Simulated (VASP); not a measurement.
# GaAs: RPA energy

GaAs, F-43m (no. 216), 2 atoms in the cell. PBE, RPA; PAW potentials As_GW, Ga_d_GW (PBE set).

Procedure: four steps.

## Input

INCAR.step1:
```
ISMEAR = 0
SIGMA = 0.05
EDIFF = 1E-8
PREC = Accurate
LASPH = T
LREAL = F
LCHARG = F
ENCUT = 450
GGA = PE
LWAVE = T
ALGO = Normal
```

INCAR.step2:
```
ISMEAR = 0
SIGMA = 0.05
EDIFF = 1E-8
PREC = Accurate
LASPH = T
LREAL = F
LCHARG = F
ENCUT = 450
GGA = PE
ALGO = Eigenval
NELM = 1
LWAVE = F
PRECFOCK = Fast
LHFCALC = T
AEXX = 1.0
ALDAC = 0.0
AGGAC = 0.0
HFRCUT = -1
```

INCAR.step3:
```
ISMEAR = 0
SIGMA = 0.05
EDIFF = 1E-8
PREC = Accurate
LASPH = T
LREAL = F
LCHARG = F
ENCUT = 450
GGA = PE
ALGO = Exact
NELM = 1
NBANDS = 982
LWAVE = T
LOPTICS = T
```

INCAR.step4:
```
ISMEAR = 0
SIGMA = 0.05
EDIFF = 1E-8
PREC = Accurate
LASPH = T
LREAL = F
LCHARG = F
ENCUT = 450
GGA = PE
ALGO = ACFDT
NOMEGA = 12
NBANDS = 984
LWAVE = F
PRECFOCK = Fast
```

KPOINTS:
```
k-points
0
Gamma
  2 2 2
```

POSCAR:
```
GaAs
1.0
    0.0000000000      2.8268500000      2.8268500000
    2.8268500000      0.0000000000      2.8268500000
    2.8268500000      2.8268500000      0.0000000000
As Ga
1 1
Direct
    0.7500000000      0.7500000000      0.7500000000
    0.0000000000      0.0000000000      0.0000000000
```

Commands (each step's output is kept before the next begins):
```
cat potpaw_PBE.64/As_GW/POTCAR potpaw_PBE.64/Ga_d_GW/POTCAR > POTCAR
cp INCAR.step1 INCAR
mpirun -np 4 vasp_std > vasp.out
cp INCAR.step2 INCAR
mpirun -np 4 vasp_std > vasp.out
cp INCAR.step3 INCAR
mpirun -np 4 vasp_std > vasp.out
cp INCAR.step4 INCAR
mpirun -np 4 vasp_std > vasp.out
```

## Result

- RPA correlation energy, extrapolated (eV): -41.939
- Correlation energy at the largest cutoff (eV): -40.892
- Total energy with exact exchange and no correlation (eV): -13.122
- Total energy in the RPA (eV): -55.061
- Gap of the starting orbitals on the mesh (eV): 0.44

Correlation energy against the response cutoff (eV per cell); the program extrapolates from these:

| ENCUTGW (eV) | Correlation energy |
|---|---|
| 300 | -40.89 |
| 285.7 | -40.83 |
| 272.1 | -40.74 |
| 259.2 | -40.66 |
| 246.8 | -40.57 |
| 235.1 | -40.46 |
| 223.9 | -40.33 |
| 213.2 | -40.2 |

Limits: The cell's absolute correlation energy isn't converged; only differences at like settings carry meaning.

VASP 6.6.1 took 56 s on 4 cores (AMD EPYC 9R45 (Zen 5)), a shared host.
